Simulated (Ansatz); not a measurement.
A run of Ansatz 0.2.0 is set up as follows.

The input input.yaml:

```yaml
crystal:
  lattice:
    - [-2.9595565636, 2.9595565636, 2.45140301]
    - [2.9595565636, -2.9595565636, 2.45140301]
    - [2.9595565636, 2.9595565636, -2.45140301]
  atoms:
    - { symbol: Ge, position: [0.84510739, 0.34510739, 0.19021478] }
    - { symbol: Ge, position: [0.65489261, 0.84510739, 0.5] }
    - { symbol: Ge, position: [0.34510739, 0.15489261, 0.5] }
    - { symbol: Ge, position: [0.15489261, 0.65489261, 0.80978522] }
    - { symbol: Fe, position: [0.25, 0.25, 0.0], spin: 3.0 }
    - { symbol: Fe, position: [0.75, 0.75, 0.0], spin: 3.0 }
hamiltonian:
  xc: pbesol
  pseudopotentials: { kind: paw }
magnetization:
  spin_polarized: true
kpoints:
  mp_grid: { grid: [7, 7, 7] }
scf:
  occupations: { method: fermi_dirac, width: 0.05 }
output:
  forces: true
  stress: true
  eigenvalues: true
```

Potentials or basis: Ansatz PAW.

Launch:

```sh
$ ansatz run input.yaml --threads 2 --pin off --max-ram 5632MiB --backend cpu --events-out ev --progress --plain --runs-dir out
```

Problem. What does it give for the largest force?

Solution. 0.153 eV/Å.

Problem. Estimate the site moments.

Solution. Ge -0.04; Fe +1.32 μB.

Problem. Predict the pressure.

Solution. -5.4 GPa.

Stress tensor (GPa, compression positive):
```
-6.13  0.00  0.00
 0.00 -6.13  0.00
 0.00  0.00 -4.07
```

Caveat: the PAW data sets come from PBE, with cores solved anew for the run's functional, which leaves a small shift of forces and pressure.
